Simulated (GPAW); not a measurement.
# BN (F-43m) in GPAW: notebook, part 2 of 2

GPAW 26.7.0. Earlier steps stand in the parts before.

**4. Relaxation of cell and atoms, PBEsol**

Contents of run.py:

```python
from ase import Atoms
from ase.filters import FrechetCellFilter
from ase.io import write
from ase.optimize import BFGS
from gpaw import GPAW, PW, setup_paths

setup_paths.insert(0, '.')

atoms = Atoms(['N', 'B'],
              cell=[[0.0, 1.813001, 1.813001],
                    [1.813001, 0.0, 1.813001],
                    [1.813001, 1.813001, 0.0]],
              scaled_positions=[[0.25, 0.25, 0.25],
                                [0.0, 0.0, 0.0]],
              pbc=True)

calc = GPAW(mode=PW(800),
            xc='PBEsol',
            kpts={'size': (13, 13, 13), 'gamma': True},
            occupations={'name': 'fermi-dirac', 'width': 0.05},
            nbands=11,
            convergence={'density': 1e-05, 'forces': 0.0001},
            maxiter=150,
            txt='gpaw.txt')
atoms.calc = calc
opt = BFGS(FrechetCellFilter(atoms), trajectory='relax.traj', logfile='-')
done = opt.run(fmax=0.02, steps=60)
calc.write('gs.gpw')
write('result.traj', atoms)
print('Converged:', done)
print('Cell:', atoms.cell.cellpar().round(4))
print('Volume:', round(atoms.get_volume(), 4))
print(atoms.get_scaled_positions().round(5))
```

Potentials or basis: PAW data sets generated in the run's folder for this functional, pw.

The run is started by

```
> gpaw-setup -f PBEsol B N
> OMP_NUM_THREADS=1 python run.py
```

gpaw.txt:

```text
__  _  _
 | _ |_)|_||  |
 |__||  | ||/\| - 26.7.0

Input parameters:
  mode=PW(ecut=800.0),
  convergence={'density': 1e-05, 'forces': 0.0001},
  kpts=MonkhorstPack(size=(13, 13, 13), gamma=True),
  maxiter=150,
  nbands=11,
  occupations=Occupations(name='fermi-dirac', width=0.05),
  xc=XC(name='PBEsol')

Diagonalizing LCAO Hamiltonian
Converting LCAO to pw mode

          N
       B

Atoms  # Å, Bohr magnetons
|   | symbol |        x |        y |        z |    initial magnetic moments |
|---|--------|----------|----------|----------|-----------------------------|
| 0 |      N | 0.906501 | 0.906501 | 0.906501 | ( 0.0000,  0.0000,  0.0000) |
| 1 |      B | 0.000000 | 0.000000 | 0.000000 | ( 0.0000,  0.0000,  0.0000) |

Unit cell  # Å
| periodic |        x |        y |        z |  lengths |    angles |
|----------|----------|----------|----------|----------|-----------|
|      yes | 0.000000 | 1.813001 | 1.813001 | 2.563971 | 60.000000 |
|      yes | 1.813001 | 0.000000 | 1.813001 | 2.563971 | 60.000000 |
|      yes | 1.813001 | 1.813001 | 0.000000 | 2.563971 | 60.000000 |

Number of symmetries: 24
Symmetry operations  # r_c * U_cc + t_c -> r_c
|    | kind |            matrix            |
|----|------|------------------------------|
|  0 |  E   |  1, 0, 0,  0, 1, 0,  0, 0, 1 |
|  1 |  σ   |  1, 0, 0,  0, 0, 1,  0, 1, 0 |
|  2 |  σ   |  1, 0,-1,  0, 1,-1,  0, 0,-1 |
|  3 |  C3  |  1, 0,-1,  0, 0,-1,  0, 1,-1 |
|  4 |  C3  |  1,-1, 0,  0,-1, 1,  0,-1, 0 |
|  5 |  σ   |  1,-1, 0,  0,-1, 0,  0,-1, 1 |
|  6 |  σ   |  0, 1, 0,  1, 0, 0,  0, 0, 1 |
|  7 |  C3  |  0, 1, 0,  0, 0, 1,  1, 0, 0 |
|  8 |  C2  |  0, 1,-1,  1, 0,-1,  0, 0,-1 |
[... 195 lines left out ...]
Gap: 4.354 eV
Transition (v -> c):
  (s=0, k=0, n=3, [0.00, 0.00, 0.00]) -> (s=0, k=77, n=4, [0.46, 0.46, 0.00])
Direct/indirect transitions are different
Direct gap: 8.726 eV
Transition at: (s=0, k=0, n=3, [0.00, 0.00, 0.00])

Stress tensor  # eV/Ang^3
|         x |         y |         z |
|-----------|-----------|-----------|
|  0.046990 |  0.000000 | -0.000000 |
|  0.000000 |  0.046990 | -0.000000 |
| -0.000000 | -0.000000 |  0.046990 |
[... 20 lines left out ...]
|----------|-----------|-----------|----------|----------|-----------|
|      yes | -0.000000 |  1.809378 | 1.809378 | 2.558847 | 60.000000 |
|      yes |  1.809378 | -0.000000 | 1.809378 | 2.558847 | 60.000000 |
|      yes |  1.809378 |  1.809378 | 0.000000 | 2.558847 | 60.000000 |

Number of symmetries: 24
Symmetry operations  # r_c * U_cc + t_c -> r_c
|    | kind |            matrix            |
|----|------|------------------------------|
|  0 |  E   |  1, 0, 0,  0, 1, 0,  0, 0, 1 |
|  1 |  σ   |  1, 0, 0,  0, 0, 1,  0, 1, 0 |
|  2 |  σ   |  1, 0,-1,  0, 1,-1,  0, 0,-1 |
|  3 |  C3  |  1, 0,-1,  0, 0,-1,  0, 1,-1 |
|  4 |  C3  |  1,-1, 0,  0,-1, 1,  0,-1, 0 |
|  5 |  σ   |  1,-1, 0,  0,-1, 0,  0,-1, 1 |
|  6 |  σ   |  0, 1, 0,  1, 0, 0,  0, 0, 1 |
|  7 |  C3  |  0, 1, 0,  0, 0, 1,  1, 0, 0 |
|  8 |  C2  |  0, 1,-1,  1, 0,-1,  0, 0,-1 |
[... 193 lines left out ...]
Gap: 4.361 eV
Transition (v -> c):
  (s=0, k=0, n=3, [0.00, 0.00, 0.00]) -> (s=0, k=77, n=4, [0.46, 0.46, 0.00])
Direct/indirect transitions are different
Direct gap: 8.754 eV
Transition at: (s=0, k=0, n=3, [0.00, 0.00, 0.00])

Stress tensor  # eV/Ang^3
|        x |         y |         z |
|----------|-----------|-----------|
| 0.033254 |  0.000000 |  0.000000 |
| 0.000000 |  0.033254 | -0.000000 |
| 0.000000 | -0.000000 |  0.033254 |

Forces  # eV/Ang
|        x |        y |        z |
|----------|----------|----------|
| -0.00000 | -0.00000 | -0.00000 |  # N    0
|  0.00000 | -0.00000 | -0.00000 |  # B    1

Interpolating wave functions to new cell

          N
       B

Atoms  # Å, Bohr magnetons
|   | symbol |        x |         y |         z |    initial magnetic moments |
|---|--------|----------|-----------|-----------|-----------------------------|
| 0 |      N | 0.900407 |  0.900407 |  0.900407 | ( 0.0000,  0.0000,  0.0000) |
| 1 |      B | 0.000000 | -0.000000 | -0.000000 | ( 0.0000,  0.0000,  0.0000) |

Unit cell  # Å
| periodic |         x |         y |         z |  lengths |    angles |
|----------|-----------|-----------|-----------|----------|-----------|
|      yes | -0.000000 |  1.800813 |  1.800813 | 2.546735 | 60.000000 |
|      yes |  1.800813 | -0.000000 |  1.800813 | 2.546735 | 60.000000 |
|      yes |  1.800813 |  1.800813 | -0.000000 | 2.546735 | 60.000000 |

Number of symmetries: 24
Symmetry operations  # r_c * U_cc + t_c -> r_c
|    | kind |            matrix            |
|----|------|------------------------------|
|  0 |  E   |  1, 0, 0,  0, 1, 0,  0, 0, 1 |
|  1 |  σ   |  1, 0, 0,  0, 0, 1,  0, 1, 0 |
|  2 |  σ   |  1, 0,-1,  0, 1,-1,  0, 0,-1 |
|  3 |  C3  |  1, 0,-1,  0, 0,-1,  0, 1,-1 |
|  4 |  C3  |  1,-1, 0,  0,-1, 1,  0,-1, 0 |
|  5 |  σ   |  1,-1, 0,  0,-1, 0,  0,-1, 1 |
|  6 |  σ   |  0, 1, 0,  1, 0, 0,  0, 0, 1 |
|  7 |  C3  |  0, 1, 0,  0, 0, 1,  1, 0, 0 |
|  8 |  C2  |  0, 1,-1,  1, 0,-1,  0, 0,-1 |
[... 194 lines left out ...]
Gap: 4.377 eV
Transition (v -> c):
  (s=0, k=0, n=3, [0.00, 0.00, 0.00]) -> (s=0, k=77, n=4, [0.46, 0.46, 0.00])
Direct/indirect transitions are different
Direct gap: 8.822 eV
Transition at: (s=0, k=0, n=3, [0.00, 0.00, 0.00])

Stress tensor  # eV/Ang^3
|         x |         y |         z |
|-----------|-----------|-----------|
| -0.000588 |  0.000000 | -0.000000 |
|  0.000000 | -0.000588 |  0.000000 |
| -0.000000 |  0.000000 | -0.000588 |

Forces  # eV/Ang
|        x |       y |       z |
|----------|---------|---------|
| -0.00000 | 0.00000 | 0.00000 |  # N    0
| -0.00000 | 0.00000 | 0.00000 |  # B    1

# Writing to gs.gpw (mode='')
```

It took 32 s on 1 thread of Arm Neoverse V2, shared host; peak memory 0.17 GiB.

What came out:

| Property | Result |
| --- | --- |
| Free energy | -18.4569 eV |
| Relaxed volume | 5.84 Å³/atom |
| Relaxed cell | a = 2.547 Å, b = 2.547 Å, c = 2.547 Å, α = 60.00°, β = 60.00°, γ = 60.00° |
| Space group after relaxing (to 0.05 Å) | F-43m (No. 216) |
| Energy gained by relaxing | 1.8 meV/atom |
| Ionic steps | 3 |
| Pressure after relaxing | 0.1 GPa |
| Band gap on the k mesh | 4.38 eV, indirect (least direct gap 8.82 eV) |

Step by step:
| step | energy change (eV) | largest force (eV/Å) | pressure (GPa) | volume (Å³) |
| --- | --- | --- | --- | --- |
| 1 | 0.0000 | 0.0000 | -7.53 | 11.92 |
| 2 | -0.0023 | 0.0000 | -5.33 | 11.85 |
| 3 | -0.0037 | 0.0000 | 0.09 | 11.68 |

Final structure:
```
CELL_PARAMETERS angstrom
0.00000 1.80081 1.80081
1.80081 0.00000 1.80081
1.80081 1.80081 0.00000
ATOMIC_POSITIONS crystal
N 0.25000 0.25000 0.25000
B 0.00000 0.00000 0.00000
```

Levels at points of the mesh, in eV from the valence-band top:
```csv
k point,band 2,band 3,band 4,band 5,band 6,band 7
"(0.00, 0.00, 0.00)",0.00,0.00,0.00,8.82,8.82,8.82
```

Caveat: later steps reuse the first step's grids; an odd mesh through Γ misses points on the zone boundary, where band edges often lie. PBEsol gaps usually lie below the measured ones, often by a third to a half.

**5. The runs side by side**

```csv
level,potentials or basis,gap on the mesh (eV),pressure (GPa),relaxed volume (Å³/atom)
LDA,"the program's PAW data sets (release 1.2.1) made for this functional, pw",4.47,0.4,5.71
PBE,"GPAW PAW data sets (gpaw-data 1.2.1), pw",4.54,0.0,5.93
PBEsol,"PAW data sets generated in the run's folder for this functional, pw",4.38,0.1,5.84
```

Alike in all rows: task relaxation of cell and atoms; no spin polarisation; cell relaxed; k mesh 13 × 13 × 13; cutoff (eV) 800; smearing fermi-dirac 0.05 eV.

Caveats: later steps reuse the first step's grids; an odd mesh through Γ misses points on the zone boundary, where band edges often lie.

Absolute energies hang on the potentials; compare differences alone.
